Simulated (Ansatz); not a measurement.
# Band structure of BaS

```
Ba S
1.0
     0.00000    3.19375    3.19375
     3.19375    0.00000    3.19375
     3.19375    3.19375    0.00000
Ba S
1 1
Direct
  0.00000 0.00000 0.00000
  0.50000 0.50000 0.50000
```

Atom numbers follow the list: Ba1, S2.

The cell is COD entry 9008600, as deposited and not checked against the literature; nothing was relaxed.

Spin–orbit coupling is left out, though it moves levels of the heavy atoms by tenths of an eV or more.

Computed with DFT, PBE, all-electron LAPW, scalar-relativistic in Ansatz 0.2.0.

The runs use a Γ-centred 7×7×7 k mesh, Fermi–Dirac smearing of 0.01 eV, basis error target 0.25 meV/atom, no spin polarisation.

Points in fractions of the reciprocal vectors of this cell: Γ (0, 0, 0), X (0.5, 0, 0.5), U (0.625, 0.25, 0.625), K (0.375, 0.375, 0.75), L (0.5, 0.5, 0.5), W (0.5, 0.25, 0.75). The path joins them by straight lines in the order Γ–X–U–K–Γ–L–W–X; legs that retrace an earlier one aren't tabulated. Energies are in eV from the top of the valence band.

(1) Is there a gap, and where are the band edges?

(2) List the levels between -20 and 3.5 eV at the symmetry points.

## Answers

(1) 2.21 eV, indirect from Γ to X (0.5, 0, 0.5).

(2) 
Γ: -11.00 (×3), -10.29, 0.00 (×3)
X: -11.49, -11.19 (×2), -10.20, -0.45, -0.10 (×2), 2.21
U: -11.64, -11.41, -11.14, -9.69, -0.88, -0.55, -0.47, 3.34
K: -11.64, -11.41, -11.14, -9.69, -0.88, -0.55, -0.47, 3.34
L: -12.16, -11.04 (×2), -9.04, -1.85, -1.01 (×2)
W: -11.55, -11.34 (×2), -9.64, -1.06, -0.42 (×2)
